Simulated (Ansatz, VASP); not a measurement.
## Two plane-wave programs on Al

```xyz
1
Lattice="-1.5738 1.5738 1.5738 1.5738 -1.5738 1.5738 1.5738 1.5738 -1.5738" Properties=species:S:1:pos:R:3 pbc="T T T"
Al    0.0000    0.0000    0.0000
```

Alike in both runs: task single point; functional r2SCAN; k mesh 16 × 16 × 16; occupations fermi-dirac, width 0.1 eV; no spin polarisation.

|  | VASP | Ansatz |
| --- | --- | --- |
| version | VASP 6.6.1 | Ansatz 0.2.0 |
| potentials or method | VASP PAW PBE potentials, release 64 (Al) | plane waves (500 eV) with PAW, scalar-relativistic |
| plane-wave cutoff (eV) | 520 | 500 |
| valence electrons in the cell | 3 | 3 |

Ansatz gave:

```
pressure (GPa) : 3.3
```

What did VASP give for the same quantities?

Pressure (GPa): 3.0.

Caveats: the PAW data sets were made with another functional, which shifts forces and pressure a little (VASP).
